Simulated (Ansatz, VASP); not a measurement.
## PbSe (Clausthalite) in VASP and in Ansatz

```
CELL_PARAMETERS angstrom
0.00000 3.10796 3.10796
3.10796 0.00000 3.10796
3.10796 3.10796 0.00000
ATOMIC_POSITIONS crystal
Pb 0.00000 0.00000 0.00000
Se 0.50000 0.50000 0.50000
```

Alike in both runs: functional PBE; k mesh 6 × 6 × 6; no spin polarisation.

Ansatz relaxed the structure, and its values are those at the end. VASP's run is a single point on that final structure, the one shown.

```csv
,VASP,Ansatz
version,VASP 6.6.1,Ansatz 0.2.0
potentials or method,"VASP PAW PBE potentials, release 64 (Pb_d, Se)","plane waves, PAW"
plane-wave cutoff (eV),520,463
occupations,"gaussian, width 0.01 eV",fixed
valence electrons in the cell,20,30
```

|  | VASP | Ansatz | Ansatz less VASP |
| --- | --- | --- | --- |
| pressure (GPa) | 0.0 | 0.0 | +0.02 |

The two sets of potentials don't hold the same shells in valence.
